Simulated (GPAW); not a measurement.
Crystal: TiCo3.

```
Co Ti
1.0
     3.57100    0.00000    0.00000
     0.00000    3.57100    0.00000
     0.00000    0.00000    3.57100
Co Ti
3 1
Cartesian
  1.7855 1.7855 0.0000
  1.7855 0.0000 1.7855
  0.0000 1.7855 1.7855
  0.0000 0.0000 0.0000
```

Base run:

* Program: GPAW 26.7.0
* Functional: PBEsol
* Potentials or basis: PAW data sets generated in the run's folder for this functional
* Cutoff: 600 eV
* Basis: pw
* k mesh: 8 × 8 × 8
* Occupations: fermi-dirac, width 0.05 eV
* Spin: collinear spin, ferromagnetic start
* Starting moments: [2.0, 2.0, 2.0, 1.0] μB

Its results: pressure -3.7 GPa; net moment 2.49 μB per cell; site moments Co +1.00; Ti -0.30 μB.

Question: The run is repeated on the same cell with these changes: k mesh from 8 × 8 × 8 to 6 × 6 × 6. What comes out?

Answer: Pressure -3.5 GPa; net moment 2.59 μB per cell; site moments Co +1.03; Ti -0.30 μB.
